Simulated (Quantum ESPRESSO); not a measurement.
# Sn (I4/mmm) in Quantum ESPRESSO: further runs, part 2 of 2

Quantum ESPRESSO 7.5.

## 3. Single point, LDA, 25.71 Å³/atom

pw.in reads:

```
&CONTROL
  calculation = 'scf'
  prefix = 'pwscf'
  outdir = './tmp'
  pseudo_dir = './pseudo'
  tstress = .true.
  disk_io = 'nowf'
/
&SYSTEM
  ibrav = 0
  nat = 1
  ntyp = 1
  ecutwfc = 68
  ecutrho = 544
  nbnd = 13
  occupations = 'smearing'
  smearing = 'fd'
  degauss = 0.00367493
/
&ELECTRONS
  conv_thr = 2d-10
  electron_maxstep = 120
  mixing_beta = 0.5
/
ATOMIC_SPECIES
Sn   118.7100 sn_lda_v1.4.uspp.F.UPF
CELL_PARAMETERS angstrom
  -1.9877657590    1.9877657590    1.6268574157
   1.9877657590   -1.9877657590    1.6268574157
   1.9877657590    1.9877657590   -1.6268574157
ATOMIC_POSITIONS crystal
Sn     0.0000000000    0.0000000000    0.0000000000
K_POINTS automatic
10 10 10 0 0 0
```

Potentials or basis: GBRV 1.5 LDA.

On the command line:

```
> OMP_NUM_THREADS=1 mpirun -n 2 pw.x -nk 2 -in pw.in > pw.out
```

pw.out:

```text
This program is part of the open-source Quantum ESPRESSO suite
     for quantum simulation of materials; please cite
[... 13 lines left out ...]
     --------------------
     sticks:   dense  smooth     PW     G-vecs:    dense   smooth      PW
     Sum        1417     703    253                37167    13089    2765

     Using Slab Decomposition

     bravais-lattice index     =            0
     lattice parameter (alat)  =       6.1377  a.u.
     unit-cell volume          =     173.5148 (a.u.)^3
     number of atoms/cell      =            1
     number of atomic types    =            1
     number of electrons       =        14.00
     number of Kohn-Sham states=           13
     kinetic-energy cutoff     =      68.0000  Ry
     charge density cutoff     =     544.0000  Ry
     scf convergence threshold =      2.0E-10
     mixing beta               =       0.5000
     number of iterations used =            8  plain     mixing
     Exchange-correlation=  SLA  PZ   NOGX NOGC
                           (   1   1   0   0   0   0   0)

     celldm(1)=   6.137710  celldm(2)=   0.000000  celldm(3)=   0.000000
     celldm(4)=   0.000000  celldm(5)=   0.000000  celldm(6)=   0.000000

     crystal axes: (cart. coord. in units of alat)
               a(1) = (  -0.612009   0.612009   0.500890 )
               a(2) = (   0.612009  -0.612009   0.500890 )
               a(3) = (   0.612009   0.612009  -0.500890 )

     reciprocal axes: (cart. coord. in units 2 pi/alat)
               b(1) = ( -0.000000  0.816982  0.998224 )
               b(2) = (  0.816982 -0.000000  0.998224 )
               b(3) = (  0.816982  0.816982  0.000000 )

     PseudoPot. # 1 for Sn read from file:
     sn_lda_v1.4.uspp.F.UPF
     Pseudo is Ultrasoft + core correction, Zval = 14.0
     Generated by new atomic code, or converted to UPF format
     Using radial grid of  891 points,  6 beta functions with:
                l(1) =   0
                l(2) =   0
                l(3) =   1
                l(4) =   1
                l(5) =   2
                l(6) =   2
     Q(r) pseudized with  8 coefficients,  rinner =    1.350   1.350   1.350
                                                       1.350   1.350

     atomic species   valence    mass     pseudopotential
     Sn               14.00   118.71000     Sn( 1.00)

     16 Sym. Ops., with inversion, found

   Cartesian axes

     site n.     atom                  positions (alat units)
         1        Sn     tau(   1) = (   0.0000000   0.0000000   0.0000000  )

     number of k points=   102  Fermi-Dirac smearing, width (Ry)=  0.0037

     Number of k-points >= 100: set verbosity='high' to print them.

     Dense  grid:    37167 G-vectors     FFT dimensions: (  45,  45,  45)

     Smooth grid:    13089 G-vectors     FFT dimensions: (  36,  36,  36)

     Initial potential from superposition of free atoms

     starting charge      13.0000, renormalised to      14.0000
     Starting wfcs are    9 randomized atomic wfcs +    4 random wfcs

     Self-consistent Calculation

     iteration #  1     ecut=    68.00 Ry     beta= 0.50
     Davidson diagonalization with overlap
     ethr =  1.00E-02,  avg # of iterations =  7.2

     total energy              =    -158.62525274 Ry
     estimated scf accuracy    <       1.15485953 Ry

     iteration #  2     ecut=    68.00 Ry     beta= 0.50
     Davidson diagonalization with overlap
     ethr =  8.25E-03,  avg # of iterations =  2.0

     total energy              =    -158.89948285 Ry
     estimated scf accuracy    <       0.01075377 Ry

     iteration #  3     ecut=    68.00 Ry     beta= 0.50
     Davidson diagonalization with overlap
     ethr =  7.68E-05,  avg # of iterations =  4.5

     total energy              =    -158.90057395 Ry
     estimated scf accuracy    <       0.00272720 Ry

     iteration #  4     ecut=    68.00 Ry     beta= 0.50
     Davidson diagonalization with overlap
     ethr =  1.95E-05,  avg # of iterations =  2.5

     total energy              =    -158.90096695 Ry
     estimated scf accuracy    <       0.00032487 Ry

     iteration #  5     ecut=    68.00 Ry     beta= 0.50
     Davidson diagonalization with overlap
     c_bands:  1 eigenvalues not converged
     ethr =  2.32E-06,  avg # of iterations =  4.7

     total energy              =    -158.90108388 Ry
     estimated scf accuracy    <       0.00002603 Ry

     iteration #  6     ecut=    68.00 Ry     beta= 0.50
     Davidson diagonalization with overlap
     ethr =  1.86E-07,  avg # of iterations =  1.6

     total energy              =    -158.90108133 Ry
     estimated scf accuracy    <       0.00000591 Ry

     iteration #  7     ecut=    68.00 Ry     beta= 0.50
     Davidson diagonalization with overlap
     ethr =  4.22E-08,  avg # of iterations =  2.1

     total energy              =    -158.90108327 Ry
     estimated scf accuracy    <       0.00000009 Ry

     iteration #  8     ecut=    68.00 Ry     beta= 0.50
     Davidson diagonalization with overlap
     ethr =  6.11E-10,  avg # of iterations =  2.8

     total energy              =    -158.90108330 Ry
     estimated scf accuracy    <          4.1E-09 Ry

     iteration #  9     ecut=    68.00 Ry     beta= 0.50
     Davidson diagonalization with overlap
     ethr =  2.93E-11,  avg # of iterations =  3.8

     total energy              =    -158.90108330 Ry
     estimated scf accuracy    <          1.7E-09 Ry

     iteration # 10     ecut=    68.00 Ry     beta= 0.50
     Davidson diagonalization with overlap
     ethr =  1.22E-11,  avg # of iterations =  2.0

     End of self-consistent calculation

     Number of k-points >= 100: set verbosity='high' to print the bands.

     the Fermi energy is    11.2997 ev

!    total energy              =    -158.90108330 Ry
     estimated scf accuracy    <          1.3E-10 Ry
     smearing contrib. (-TS)   =      -0.00029958 Ry
     internal energy E=F+TS    =    -158.90078372 Ry

     The total energy is F=E-TS. E is the sum of the following terms:
     one-electron contribution =     -51.33161232 Ry
     hartree contribution      =      36.18641741 Ry
     xc contribution           =     -42.42281232 Ry
     ewald contribution        =    -101.33277649 Ry

     convergence has been achieved in  10 iterations

     Computing stress (Cartesian axis) and pressure

          total   stress  (Ry/bohr**3)                   (kbar)     P=       -3.92
  -0.00006293  -0.00000000  -0.00000000           -9.26       -0.00       -0.00
  -0.00000000  -0.00006293  -0.00000000           -0.00       -9.26       -0.00
  -0.00000000  -0.00000000   0.00004598           -0.00       -0.00        6.76

=------------------------------------------------------------------------------=
   JOB DONE.
=------------------------------------------------------------------------------=
```

It took 22 s on 2 MPI ranks of Intel Xeon at 2.70GHz, shared host; peak memory 0.26 GiB.

Results:

```
Free energy            : -2161.9594 eV
Pressure               : -0.4 GPa
Band gap on the k mesh : none (metal or under the smearing width)
```

## 4. Single point, LDA, 26.26 Å³/atom

pw.in: that of step 3 with these lines changed.

```diff
@@ -27,5 +27,5 @@
 CELL_PARAMETERS angstrom
-  -1.9877657590    1.9877657590    1.6268574157
-   1.9877657590   -1.9877657590    1.6268574157
-   1.9877657590    1.9877657590   -1.6268574157
+  -2.0017645706    2.0017645706    1.6383145356
+   2.0017645706   -2.0017645706    1.6383145356
+   2.0017645706    2.0017645706   -1.6383145356
 ATOMIC_POSITIONS crystal
```

On the command line:

```
> OMP_NUM_THREADS=1 mpirun -n 2 pw.x -nk 2 -in pw.in > pw.out
```

It took 32 s on 2 MPI ranks of Intel Xeon at 2.70GHz, shared host; peak memory 0.26 GiB.

Results (log left out):

```
Free energy            : -2161.9568 eV
Pressure               : -1.6 GPa
Band gap on the k mesh : none (metal or under the smearing width)
```

## 5. Single point, LDA, 26.81 Å³/atom

pw.in: that of step 4 with these lines changed.

```diff
@@ -27,5 +27,5 @@
 CELL_PARAMETERS angstrom
-  -2.0017645706    2.0017645706    1.6383145356
-   2.0017645706   -2.0017645706    1.6383145356
-   2.0017645706    2.0017645706   -1.6383145356
+  -2.0155702798    2.0155702798    1.6496136136
+   2.0155702798   -2.0155702798    1.6496136136
+   2.0155702798    2.0155702798   -1.6496136136
 ATOMIC_POSITIONS crystal
```

On the command line:

```
> OMP_NUM_THREADS=1 mpirun -n 2 pw.x -nk 2 -in pw.in > pw.out
```

Wall time 31 s (2 MPI ranks of Intel Xeon at 2.70GHz, shared host); peak memory 0.28 GiB.

Results (log left out):

```
Free energy            : -2161.9505 eV
Pressure               : -2.6 GPa
Band gap on the k mesh : none (metal or under the smearing width)
```

## 6. Single point, LDA, 27.35 Å³/atom

pw.in: that of step 5 with these lines changed.

```diff
@@ -27,5 +27,5 @@
 CELL_PARAMETERS angstrom
-  -2.0155702798    2.0155702798    1.6496136136
-   2.0155702798   -2.0155702798    1.6496136136
-   2.0155702798    2.0155702798   -1.6496136136
+  -2.0291894110    2.0291894110    1.6607599896
+   2.0291894110   -2.0291894110    1.6607599896
+   2.0291894110    2.0291894110   -1.6607599896
 ATOMIC_POSITIONS crystal
```

Potentials or basis: GBRV 1.5 LDA.

On the command line:

```
> OMP_NUM_THREADS=1 mpirun -n 2 pw.x -nk 2 -in pw.in > pw.out
```

Wall time 29 s (2 MPI ranks of Intel Xeon at 2.70GHz, shared host); peak memory 0.28 GiB.

Results (log left out):

| Item | Value |
| --- | --- |
| Free energy | -2161.9409 eV |
| Pressure | -3.5 GPa |
| Band gap on the k mesh | none (metal or under the smearing width) |

## 7. Single point, LDA, 27.90 Å³/atom

pw.in: that of step 6 with these lines changed.

```diff
@@ -27,5 +27,5 @@
 CELL_PARAMETERS angstrom
-  -2.0291894110    2.0291894110    1.6607599896
-   2.0291894110   -2.0291894110    1.6607599896
-   2.0291894110    2.0291894110   -1.6607599896
+  -2.0426281431    2.0426281431    1.6717587207
+   2.0426281431   -2.0426281431    1.6717587207
+   2.0426281431    2.0426281431   -1.6717587207
 ATOMIC_POSITIONS crystal
```

On the command line:

```
> OMP_NUM_THREADS=1 mpirun -n 2 pw.x -nk 2 -in pw.in > pw.out
```

It took 29 s on 2 MPI ranks of Intel Xeon at 2.70GHz, shared host; peak memory 0.28 GiB.

It converged, with:

```
Free energy            : -2161.9285 eV
Pressure               : -4.2 GPa
Band gap on the k mesh : none (metal or under the smearing width)
```

## 8. Single point, LDA, 28.45 Å³/atom

pw.in: that of step 7 with these lines changed.

```diff
@@ -27,5 +27,5 @@
 CELL_PARAMETERS angstrom
-  -2.0426281431    2.0426281431    1.6717587207
-   2.0426281431   -2.0426281431    1.6717587207
-   2.0426281431    2.0426281431   -1.6717587207
+  -2.0558923339    2.0558923339    1.6826146010
+   2.0558923339   -2.0558923339    1.6826146010
+   2.0558923339    2.0558923339   -1.6826146010
 ATOMIC_POSITIONS crystal
```

On the command line:

```
> OMP_NUM_THREADS=1 mpirun -n 2 pw.x -nk 2 -in pw.in > pw.out
```

Run time: 37 s. Hardware: 2 MPI ranks of Intel Xeon at 2.70GHz, shared host; peak memory 0.28 GiB.

The run converged. Its results:

- Free energy: -2161.9136 eV
- Pressure: -4.9 GPa
- Band gap on the k mesh: none (metal or under the smearing width)

## 9. Single point, LDA, 28.99 Å³/atom

pw.in: that of step 8 with these lines changed.

```diff
@@ -27,5 +27,5 @@
 CELL_PARAMETERS angstrom
-  -2.0558923339    2.0558923339    1.6826146010
-   2.0558923339   -2.0558923339    1.6826146010
-   2.0558923339    2.0558923339   -1.6826146010
+  -2.0689875426    2.0689875426    1.6933321804
+   2.0689875426   -2.0689875426    1.6933321804
+   2.0689875426    2.0689875426   -1.6933321804
 ATOMIC_POSITIONS crystal
```

Potentials or basis: GBRV 1.5 LDA.

On the command line:

```
> OMP_NUM_THREADS=1 mpirun -n 2 pw.x -nk 2 -in pw.in > pw.out
```

It took 30 s on 2 MPI ranks of Intel Xeon at 2.70GHz, shared host; peak memory 0.3 GiB.

The run converged. Its results:

```yaml
Free_energy: -2161.8964 eV
Pressure: -5.5 GPa
Band_gap_on_the_k_mesh: none (metal or under the smearing width)
```

## 10. Equation of state, LDA

Potentials or basis: GBRV 1.5 LDA.

No new run: the results of the series are fitted here.

Results:

- Equilibrium volume: 25.63 Å³/atom (rough: see the caveat)
- Bulk modulus at fixed shape and positions: 58 GPa (rough)

Energy against volume, from the lowest point:
```tsv
volume (Å³/atom)	energy (meV/atom)
25.712	0.00
26.259	2.60
26.806	8.91
27.353	18.47
27.901	30.85
28.448	45.76
28.995	62.93
```

Caveat: the minimum lies outside the volumes run; the cell was scaled at fixed shape and fractional positions, which overstates the stiffness of a crystal with free parameters, most of all of layers and chains.

## 11. The reference run

An earlier run on the cell as given: functional PBEsol; potentials or basis GBRV 1.5 PBEsol; cutoff 925 eV; density cutoff 7401 eV; k mesh 10 × 10 × 10; occupations fermi-dirac, width 0.05 eV; no spin polarisation.

- Pressure: -2.2 GPa
- Band gap on the k mesh: none (metal or under the smearing width)

## 12. The runs side by side

```tsv
task	level	potentials or basis	form of the LDA correlation	gap on the mesh (eV)	pressure (GPa)
band structure	PBEsol	GBRV 1.5 PBEsol	-	none	-2.2
equation of state	LDA	GBRV 1.5 LDA	PZ81	-	-
single point	PBEsol	GBRV 1.5 PBEsol	-	none	-2.2
```

Alike in all rows: no spin polarisation; cell as given; k mesh 10 × 10 × 10; cutoff (eV) 925; smearing fermi-dirac 0.05 eV.

Caveats: spin-orbit coupling is left out, which moves the levels of the heavy elements (some runs); the minimum lies outside the volumes run (some runs); the cell was scaled at fixed shape and fractional positions, which overstates the stiffness of a crystal with free parameters, most of all of layers and chains (some runs).

Absolute energies hang on the potentials; compare differences alone.
